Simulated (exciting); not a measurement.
# Ag (Fm-3m) in exciting: further runs

Aim: see how the results for Ag move with the level of theory and the settings. Levels: revPBE, BLYP. Tasks: band structure.

Everything below comes from runs of exciting (release sodium). Logs are shortened: lines on timing, memory, paths and dates and some standing lists are left out, and cuts for length are marked.

## (1) The crystal as given

It takes space group Fm-3m (No. 225, cubic). Conventional cell: a = 4.085 Å, b = 4.085 Å, c = 4.085 Å, α = 90.00°, β = 90.00°, γ = 90.00°. Around Ag (site symmetry m-3m) lie 12 Ag at 2.89 Å.

## (2) Band structure, revPBE

The input, input.xml:

```xml
<input>
  <title>Ag</title>
  <structure speciespath="./" tshift="false">
    <crystal scale="1">
      <basevect>0.000000000000 3.860238041079 3.860238041079</basevect>
      <basevect>3.860238041079 0.000000000000 3.860238041079</basevect>
      <basevect>3.860238041079 3.860238041079 0.000000000000</basevect>
    </crystal>
    <species speciesfile="Ag.xml" rmt="2.3">
      <atom coord="0.000000000000 0.000000000000 0.000000000000"/>
    </species>
  </structure>
  <groundstate do="fromscratch" ngridk="11 11 11" rgkmax="9" gmaxvr="14" lmaxapw="10" lmaxmat="10" lmaxvr="8" xctype="GGA_PBE_R" stype="Fermi Dirac" swidth="0.00183747" nempty="12" ValenceRelativity="iora*" epsengy="1e-05" epspot="1e-05" maxscl="60" outputlevel="high"/>
  <properties>
    <bandstructure>
      <plot1d>
        <path steps="80">
          <point coord="0 0 0" label="G"/>
          <point coord="0.5 0 0.5" label="X"/>
          <point coord="0.5 0.25 0.75" label="W"/>
          <point coord="0.375 0.375 0.75" label="K"/>
          <point coord="0 0 0" label="G"/>
          <point coord="0.5 0.5 0.5" label="L"/>
          <point coord="0.625 0.25 0.625" label="U"/>
          <point coord="0.5 0.25 0.75" label="W"/>
          <point coord="0.5 0.5 0.5" label="L"/>
          <point coord="0.375 0.375 0.75" label="K" breakafter="true"/>
          <point coord="0.625 0.25 0.625" label="U"/>
          <point coord="0.5 0 0.5" label="X"/>
        </path>
      </plot1d>
    </bandstructure>
    <dos nwdos="300" winddos="-0.6 0.5" inttype="tetra" ngrdos="100" nsmdos="2"/>
  </properties>
</input>
```

Potentials or basis: all-electron LAPW+lo, shipped species files, valence relativity iora*.

The run is started by

```console
OMP_NUM_THREADS=1 exciting_smp
```

INFO.OUT:

```text
================================================================================
EXCITING SODIUM started
[... 10 lines left out ...]

 Lattice vectors (cartesian) :
      0.0000000000      3.8602380411      3.8602380411
      3.8602380411      0.0000000000      3.8602380411
      3.8602380411      3.8602380411      0.0000000000

 Reciprocal lattice vectors (cartesian) :
     -0.8138339191      0.8138339191      0.8138339191
      0.8138339191     -0.8138339191      0.8138339191
      0.8138339191      0.8138339191     -0.8138339191

 Unit cell volume                           :     115.0461936135
 Brillouin zone volume                      :       2.1560923108

 Species :    1 (Ag)
     parameters loaded from                 :    Ag.xml
     name                                   :    silver
     nuclear charge                         :     -47.00000000
     electronic charge                      :      47.00000000
     atomic mass                            :  196631.69970000
     muffin-tin radius                      :       2.30000000
     # of radial points in muffin-tin       :     400

     atomic positions (lattice) :
       1 :   0.00000000  0.00000000  0.00000000

 Total number of atoms per unit cell        :       1

 Spin treatment                             :    spin-unpolarised

 Number of Bravais lattice symmetries       :      48
 Number of crystal symmetries               :      48

 k-point grid                               :      11   11   11
 Total number of k-points                   :      56
 k-point set is reduced with crystal symmetries

 R^MT_min * |G+k|_max (rgkmax)              :       9.00000000
 Species with R^MT_min                      :       1 (Ag)
 Maximum |G+k| for APW functions            :       3.91304348
 Maximum |G| for potential and density      :      14.00000000
 Polynomial order for pseudochg. density    :       9

 G-vector grid sizes                        :      25    25    25
 Total number of G-vectors                  :    5209

 Maximum angular momentum used for
     APW functions                          :      10
     computing H and O matrix elements      :      10
     potential and density                  :       8
     inner part of muffin-tin               :       2

 Total nuclear charge                       :     -47.00000000
 Total electronic charge                    :      47.00000000
 Total core charge                          :      28.00000000
 Total valence charge                       :      19.00000000

 Effective Wigner radius, r_s               :       0.83604296

 Number of empty states                     :      12
 Total number of valence states             :      22

 Maximum Hamiltonian size                   :     138
 Maximum number of plane-waves              :     125
 Total number of local-orbitals             :      13

 Exchange-correlation type                  :      21
     Revised PBE, Zhang-Yang, Phys. Rev. Lett. 80, 890 (1998)
     Generalised gradient approximation (GGA)

[... 10 lines left out ...]
* Groundstate module started                                                   *
********************************************************************************
 Output level for this task is set to high

++++++++++++++++++++++++++++++++++++++++++++++++++++++++++++++++++++++++++++++++
[... 5 lines left out ...]
+ SCF iteration number :    1                                                  +
++++++++++++++++++++++++++++++++++++++++++++++++++++++++++++++++++++++++++++++++
 Total energy                               :     -5310.25395474
 _______________________________________________________________
 Fermi energy                               :         0.33729183
 Kinetic energy                             :      5568.19775089
 Coulomb energy                             :    -10728.94129552
 Exchange energy                            :      -146.98851570
 Correlation energy                         :        -2.52189441
 Sum of eigenvalues                         :     -3178.32850119
 Effective potential energy                 :     -8746.52625208
 Coulomb potential energy                   :     -8551.72788426
 xc potential energy                        :      -194.79836782
 Hartree energy                             :      1641.53907131
 Electron-nuclear energy                    :    -11834.80602688
 Nuclear-nuclear energy                     :      -535.67433995
 Madelung energy                            :     -6453.07735339
 Core-electron kinetic energy               :         0.00000000

 DOS at Fermi energy (states/Ha/cell)       :         6.44255485

 Electron charges :
     core                                   :        28.00000000
     core leakage                           :         0.00000003
     valence                                :        19.00000000
     interstitial                           :         1.85182551
     charge in muffin-tin spheres :
                  atom     1    Ag          :        45.14817449
     total charge in muffin-tins            :        45.14817449
     total charge                           :        47.00000000

++++++++++++++++++++++++++++++++++++++++++++++++++++++++++++++++++++++++++++++++
+ SCF iteration number :    2                                                  +
++++++++++++++++++++++++++++++++++++++++++++++++++++++++++++++++++++++++++++++++
 Total energy                               :     -5315.56716649
 _______________________________________________________________
 Fermi energy                               :         0.32914109
 Kinetic energy                             :      5565.17870542
 Coulomb energy                             :    -10731.08612268
 Exchange energy                            :      -147.13707654
 Correlation energy                         :        -2.52267269
 Sum of eigenvalues                         :     -3180.07045694
 Effective potential energy                 :     -8745.24916236
 Coulomb potential energy                   :     -8550.25492825
 xc potential energy                        :      -194.99423411
 Hartree energy                             :      1645.15685448
 Electron-nuclear energy                    :    -11840.56863721
 Nuclear-nuclear energy                     :      -535.67433995
 Madelung energy                            :     -6455.95865855
 Core-electron kinetic energy               :         0.00000000
[... 377 lines left out ...]
++++++++++++++++++++++++++++++++++++++++++++++++++++++++++++++++++++++++++++++++
+ SCF iteration number :   13                                                  +
++++++++++++++++++++++++++++++++++++++++++++++++++++++++++++++++++++++++++++++++
 Total energy                               :     -5317.51466986
 _______________________________________________________________
 Fermi energy                               :         0.31440230
 Kinetic energy                             :      5563.54722175
 Coulomb energy                             :    -10731.35351529
 Exchange energy                            :      -147.18524577
 Correlation energy                         :        -2.52313055
 Sum of eigenvalues                         :     -3180.82473199
 Effective potential energy                 :     -8744.37195375
 Coulomb potential energy                   :     -8549.31436276
 xc potential energy                        :      -195.05759098
 Hartree energy                             :      1646.36481258
 Electron-nuclear energy                    :    -11842.04398792
 Nuclear-nuclear energy                     :      -535.67433995
 Madelung energy                            :     -6456.69633391
 Core-electron kinetic energy               :         0.00000000

 DOS at Fermi energy (states/Ha/cell)       :         9.54807533

 Electron charges :
     core                                   :        28.00000000
     core leakage                           :         0.00000003
     valence                                :        19.00000000
     interstitial                           :         1.74821346
     charge in muffin-tin spheres :
                  atom     1    Ag          :        45.25178654
     total charge in muffin-tins            :        45.25178654
     total charge                           :        47.00000000

 RMS change in effective potential (target) :  0.726628E-10  ( 0.100000E-04)
 Absolute change in total energy   (target) :  0.709979E-07  ( 0.100000E-04)
 Charge distance                   (target) :  0.998204E-10  ( 0.100000E-04)

++++++++++++++++++++++++++++++++++++++++++++++++++++++++++++++++++++++++++++++++
| Convergency criteria checked for the last 2 iterations                       +
| Convergence targets achieved. Performing final SCF iteration                 +
++++++++++++++++++++++++++++++++++++++++++++++++++++++++++++++++++++++++++++++++
 Total energy                               :     -5317.51466986
 _______________________________________________________________
 Fermi energy                               :         0.31440230
 Kinetic energy                             :      5563.54722175
 Coulomb energy                             :    -10731.35351529
 Exchange energy                            :      -147.18524577
 Correlation energy                         :        -2.52313055
 Sum of eigenvalues                         :     -3180.82473199
 Effective potential energy                 :     -8744.37195375
 Coulomb potential energy                   :     -8549.31436276
 xc potential energy                        :      -195.05759098
 Hartree energy                             :      1646.36481258
 Electron-nuclear energy                    :    -11842.04398792
 Nuclear-nuclear energy                     :      -535.67433995
 Madelung energy                            :     -6456.69633391
 Core-electron kinetic energy               :         0.00000000

 DOS at Fermi energy (states/Ha/cell)       :         9.54807533

 Electron charges :
     core                                   :        28.00000000
     core leakage                           :         0.00000003
     valence                                :        19.00000000
     interstitial                           :         1.74821346
     charge in muffin-tin spheres :
                  atom     1    Ag          :        45.25178654
     total charge in muffin-tins            :        45.25178654
     total charge                           :        47.00000000

++++++++++++++++++++++++++++++++++++++++++++++++++++++++++++++++++++++++++++++++
[... 9 lines left out ...]
| EXCITING SODIUM stopped                                                      =
================================================================================
```

Wall time 28 s (1 thread of Arm Neoverse V1, shared host); peak memory 0.1 GiB.

Results:

```
Free energy                                       : -144696.9483 eV
Band gap on the k mesh                            : none (metal or under the smearing width)
All electrons inside the program's atomic spheres : Ag 45.25 (radii Ag 2.3 bohr)
```

Levels at the corners of the path, in eV from the Fermi level:
```tsv
point	band 6	band 7	band 8	band 9	band 10	band 11	band 12	band 13
Γ	-5.07	-5.07	-5.07	-4.03	-4.03	15.65	19.26	19.26
X	-6.57	-3.27	-3.03	-3.03	1.36	6.52	10.41	10.41
W	-5.34	-5.34	-4.03	-3.03	5.72	5.72	6.76	7.97
K	-5.85	-4.35	-3.81	-3.31	4.05	5.02	6.92	12.54
Γ	-5.07	-5.07	-5.07	-4.03	-4.03	15.65	19.26	19.26
L	-5.09	-5.09	-3.24	-3.24	-0.65	3.36	14.92	17.59
U	-5.85	-4.35	-3.81	-3.31	4.05	5.02	6.92	12.54
W	-5.34	-5.34	-4.03	-3.03	5.72	5.72	6.76	7.97
L	-5.09	-5.09	-3.24	-3.24	-0.65	3.36	14.92	17.59
K	-5.85	-4.35	-3.81	-3.31	4.05	5.02	6.92	12.54
U	-5.85	-4.35	-3.81	-3.31	4.05	5.02	6.92	12.54
X	-6.57	-3.27	-3.03	-3.03	1.36	6.52	10.41	10.41
```

States per cell in windows of 1 eV (zero at the Fermi level; states under -8 eV left out):
```tsv
from (eV)	total
-8.0	0.08
-7.0	1.73
-6.0	2.56
-5.0	3.19
-4.0	2.68
-3.0	0.24
-2.0	0.23
-1.0	0.26
0.0	0.26
1.0	0.26
2.0	0.22
3.0	0.25
4.0	0.32
5.0	0.29
6.0	0.30
7.0	0.44
```

Caveat: the log's total energy holds no entropy term; the free energy is that total less TS from the occupations; the tetrahedron DOS on this energy grid can lose part of the weight of narrow d or f bands.

(Part 1 of 2 ends here.)
